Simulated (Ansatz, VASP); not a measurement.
**Pd in VASP and in Ansatz**

Contents of INCAR:

```
SYSTEM = Pd
PREC = Accurate ; ENCUT = 520
EDIFF = 1E-7 ; ISMEAR = -1
SIGMA = 0.05 ; LREAL = .False.
LASPH = .True. ; NELM = 100
ALGO = Normal ; ISIF = 2
LWAVE = .False. ; LCHARG = .False.
GGA = PE ; NBANDS = 17
```

The input KPOINTS:

```
Automatic mesh
0
Gamma
  11 11 6
  0 0 0
```

POSCAR

```
Pd
1.0
    2.7649821671      0.0000000000      0.0000000000
   -1.3824910836      2.3945447978      0.0000000000
    0.0000000000      0.0000000000      4.5978256680
Pd
2
Direct
    0.3333333333      0.6666666667      0.2500000000
    0.6666666667      0.3333333333      0.7500000000
```

The input input.yaml:

```yaml
crystal:
  lattice:
    - [2.7649821671, 0.0, 0.0]
    - [-1.3824910836, 2.3945447978, 0.0]
    - [0.0, 0.0, 4.597825668]
  atoms:
    - { symbol: Pd, position: [0.3333333333, 0.6666666667, 0.25] }
    - { symbol: Pd, position: [0.6666666667, 0.3333333333, 0.75] }
hamiltonian:
  xc: pbe
  pseudopotentials: { kind: paw }
kpoints:
  mp_grid: { grid: [11, 11, 6] }
scf:
  occupations: { method: fermi_dirac, width: 0.05 }
output:
  forces: true
  stress: true
  eigenvalues: true
```

Change from the starting cell: volume scaled by 0.98.

Alike in both runs: task single point; functional PBE; k mesh 11 × 11 × 6; occupations fermi-dirac, width 0.05 eV; no spin polarisation.

|  | VASP | Ansatz |
| --- | --- | --- |
| version | VASP 6.6.1 | Ansatz 0.2.0 |
| potentials or method | VASP PAW PBE potentials, release 64 (Pd) | Ansatz PAW |
| plane-wave cutoff (eV) | 520 | 420 |
| valence electrons in the cell | 20 | 36 |

```tsv
	VASP	Ansatz	Ansatz less VASP
gap on the k mesh at the Fermi level (eV)	none	none	-
pressure (GPa)	1.7	2.0	+0.29
largest component of the traceless stress (GPa)	0.18	0.24	+0.059
```

A gap of «none» marks a metal or a gap that the smearing closes. With one functional, cell and mesh, what is left measures potentials, basis and numerics. The two sets of potentials don't hold the same shells in valence.
